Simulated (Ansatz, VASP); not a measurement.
# Ti (Titanium): VASP beside Ansatz, part 3 of 3

One calculation is typed for both programs; each brings its own data sets. How far apart do they land? The cell is taken from a series of runs on this material, whose earlier steps may have relaxed, scaled, displaced or heated it; both programs get it as it stands.

VASP 6.6.1 and Ansatz 0.2.0.

So far: The starting structure; VASP: elastic constants, LDA, pair 1; Ansatz: elastic constants, LDA, pair 1; Differences; VASP: elastic constants, LDA, pair 2; Ansatz: elastic constants, LDA, pair 2.

## Step 8: Ansatz: elastic constants, LDA, pair 3

Level of this step: Ansatz beside VASP: Kohn-Sham DFT, plane waves, LDA (Ansatz).

Elastic constants are differences of stresses under small strains, so they test the stress and the mesh. The cell compared in this pair holds 16.15 Å³, against 15.85 Å³ for the pair before.

The cell is taken from a series of runs on this material, whose earlier steps may have relaxed, scaled, displaced or heated it; both programs get it as it stands.

input.yaml

```yaml
crystal:
  lattice:
    - [-1.592221275, 1.592221275, 1.592221275]
    - [1.592221275, -1.592221275, 1.592221275]
    - [1.592221275, 1.592221275, -1.592221275]
  atoms:
    - { symbol: Ti, position: [0.0, 0.0, 0.0] }
kpoints:
  mp_grid: { grid: [16, 16, 16] }
hamiltonian:
  xc: lda
scf:
  occupations: { method: gaussian, width: 0.1 }
output:
  forces: true
  stress: true
  eigenvalues: true
elastic:
  mode: relaxed_ion
  stencil: two_point
```

Launch:

```console
$ ansatz run input.yaml --threads 2 --pin off --max-ram 5120MiB --backend cpu --events-out ev --progress --plain --runs-dir out
```

Numbers of over 12 decimals in the logs are rounded to 6 here.

What it wrote:

```text
[...]
Crystal: 1 atoms, lattice volume = 16.146 Å³
Basis set: ecut = 420 eV, 321 PW (Γ)
Bands: 10, of which v1, the nominal top of the filled ones, is band 6 counted from 1 (5 counted from 0)
Symmetry: 48 space group operations
[...]
k-points: 145 of 4096
[...]
2.000e-3       2.3854       -2450.2159582       6   54622    328   relax 0 steps, max|allowed force component| 0.00e0 eV/Å
[...]
δ    σ_23 (GPa)             F (eV)   n_scf  n_hpsi   n_pw
    -2.000e-3      -0.0863       -2450.2164077       7  106982    328   relax 0 steps, max|allowed force component| 0.00e0 eV/Å
     2.000e-3       0.0863       -2450.2164077       5   94231    328   relax 0 steps, max|allowed force component| 0.00e0 eV/Å
[key lines of the parts left out:]
SCF converged after 7 iterations
Free energy (F): -2450.216415 eV
Fermi energy:    13.977827 eV
P = ⅓ Tr σ = -2.1619 GPa (-21.619 kbar)
```

## Step 9: VASP: elastic constants, LDA, pair 3

The same cell, functional (in two slightly different forms), mesh and smearing now go to VASP, with its own data sets.

INCAR

```
SYSTEM = Ti
PREC = Accurate
ENCUT = 500
EDIFF = 1E-08
NELM = 120
ISMEAR = 0
SIGMA = 0.1
LREAL = .FALSE.
ALGO = Normal
GGA = CA
NBANDS = 12
LASPH = .TRUE.
LORBIT = 11
LWAVE = .FALSE.
LCHARG = .FALSE.
ISIF = 3
IBRION = 6
NFREE = 2
POTIM = 0.015
NSW = 1
GGA_COMPAT = .FALSE.
KPAR = 2
```

POSCAR

```
Ti
1.0
   -1.5922212750      1.5922212750      1.5922212750
    1.5922212750     -1.5922212750      1.5922212750
    1.5922212750      1.5922212750     -1.5922212750
Ti
1
Direct
    0.0000000000      0.0000000000      0.0000000000
```

KPOINTS

```
Automatic mesh
0
Gamma
16 16 16
0 0 0
```

PAW data sets: Ti_sv (LDA family, release 64).

Launch:

```console
$ mpirun -np 2 vasp_std
```

What it wrote:

```text
[... set-up lines as in an earlier step ...]
 entering main loop
       N       E                     dE             d eps       ncg     rms          rms(c)
DAV:   1     0.834945657085E+02    0.83495E+02   -0.63739E+03  3496   0.117E+03
DAV:   2    -0.538332655984E+01   -0.88878E+02   -0.86419E+02  3548   0.292E+02
DAV:   3    -0.930360373054E+01   -0.39203E+01   -0.38780E+01  4752   0.627E+01
DAV:   4    -0.938906673922E+01   -0.85463E-01   -0.85276E-01  3944   0.786E+00
[...]
DAV:  12    -0.846526922232E+01    0.91700E-06   -0.19344E-06  3912   0.134E-02    0.716E-04
DAV:  13    -0.846526925211E+01   -0.29794E-07   -0.25382E-07  4096   0.515E-03    0.240E-03
DAV:  14    -0.846526924385E+01    0.82605E-08   -0.86636E-08  3640   0.379E-03
   1 F= -.84652692E+01 E0= -.84609472E+01  d E =-.864412E-02
[... from here on, the cycles between the ionic steps are left out ...]
   2 F= -.84604879E+01 E0= -.84560647E+01  d E =-.884659E-02
   3 F= -.84674845E+01 E0= -.84631290E+01  d E =-.871092E-02
   7 F= -.84674845E+01 E0= -.84631290E+01  d E =-.871092E-02
   8 F= -.84647869E+01 E0= -.84603740E+01  d E =-.882586E-02
   9 F= -.84647870E+01 E0= -.84603741E+01  d E =-.882585E-02
  10 F= -.84647868E+01 E0= -.84603739E+01  d E =-.882585E-02
  11 F= -.84647869E+01 E0= -.84603740E+01  d E =-.882584E-02
  12 F= -.84647868E+01 E0= -.84603739E+01  d E =-.882585E-02
  13 F= -.84647869E+01 E0= -.84603740E+01  d E =-.882585E-02
  14 F= -.84652677E+01 E0= -.84609457E+01  d E =-.864416E-02
  15 F= -.84652677E+01 E0= -.84609457E+01  d E =-.864418E-02
 Finite differences progress:
  Degree of freedom:   7/  7
  Displacement:        2/  2
  Total:              14/ 14
```

From OUTCAR (step 9):

```text
  Total       -0.2351882     -0.2351882     -0.2351882     -0.0000000      0.0000000      0.0000000
  in kB      -23.3375795    -23.3375795    -23.3375795     -0.0000000      0.0000000      0.0000000
  external PRESSURE =     -23.3375795 kB  Pullay stress =       0.0000000 kB

 POSITION                                       TOTAL-FORCE (eV/Angst)
 -----------------------------------------------------------------------------------
     -0.01500      0.00000      0.00000         0.000000     -0.000000     -0.000000
 -----------------------------------------------------------------------------------
    total drift:                               -0.000111      0.000000      0.000000

  FREE ENERGIE OF THE ION-ELECTRON SYSTEM (eV)
  ---------------------------------------------------
  free  energy   TOTEN  =        -8.4652677438 eV

  energy  without entropy=       -8.4566235607  energy(sigma->0) =       -8.46094565

[... 1 part as in an earlier step ...]

[... 2 further parts left out ...]
[key lines of the parts left out:]
E-fermi :   8.6242
```

Levels, forces or a CONTCAR printed for this step are those of its last displaced cell, not of the structure at rest.

## Step 10: Side by side

Both answers:

| quantity | Ansatz | VASP | difference |
| --- | --- | --- | --- |
| C11 (GPa) | 112.3 | 115.7 | -2.95 % |
| C22 (GPa) | 112.3 | 115.7 | -2.95 % |
| C33 (GPa) | 112.3 | 115.7 | -2.95 % |
| C12 (GPa) | 115.3 | 116.8 | -1.27 % |
| C13 (GPa) | 115.3 | 116.8 | -1.27 % |
| C23 (GPa) | 115.3 | 116.8 | -1.27 % |
| C44 (GPa) | 43.1 | 42.5 | +1.49 % |
| C55 (GPa) | 43.1 | 42.5 | +1.49 % |
| C66 (GPa) | 43.1 | 42.5 | +1.49 % |

## Step 11: What came out

```yaml
difference_in_c44_elastic_constants_lda_pair_1: -12 %
difference_in_c44_elastic_constants_lda_pair_2: 1.3 %
difference_in_c11_elastic_constants_lda_pair_3: -2.9 %
```

The difference in C44 is -12 % (elastic constants, LDA, pair 1), beyond the 5 % picked in this series as the mark of a large difference. 2 further runs of this series are not shown here. Such differences can come from data sets, numerical settings and the points named under the comparisons, not from the functional's error against experiment.

[Lines on the potential files, build, host, timing and source positions are cut from VASP's logs without a mark.]

[Logs are printed without paths, hosts, clocks, repeated set-up lines and the standing remarks that a program may print on its own settings, such as how far it seeks lower states.]

[Hosts, paths, dates, database ids (printed as entryN), source tags and the programs' standing remarks are cut or masked in the printed files.]
